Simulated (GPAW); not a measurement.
The system is WC.

```xyz
2
Lattice="0.0000 2.1927 2.1927 2.1927 0.0000 2.1927 2.1927 2.1927 0.0000" Properties=species:S:1:pos:R:3 pbc="T T T"
W     0.0000    0.0000    0.0000
C     2.1927    2.1927    2.1927
```

Measurements of this composition are mostly on another form, of space group No. 187.

Base run:

- Program: GPAW 26.7.0
- Functional: PBE
- Potentials or basis: GPAW PAW data sets (gpaw-data 1.2.1)
- Cutoff: 650 eV
- Basis: pw
- k mesh: 8 × 8 × 8
- Occupations: fermi-dirac, width 0.05 eV
- Spin: no spin polarisation

Its results: band gap on the k mesh none (metal or under the smearing width); pressure -1.2 GPa.

**Question.** The run is repeated on the same cell with these changes: cutoff from 650 eV to 600 eV; hubbard terms from none to W d U = 1 eV. What comes out?

**Answer.** Band gap on the k mesh none (metal or under the smearing width); pressure -0.3 GPa.

Caveats: the cutoff is short for stress and forces, so pressures can be off by a GPa or more; U without spin polarisation on a metal has little footing (some runs); the U is typed as a test and isn't derived for this compound (some runs).
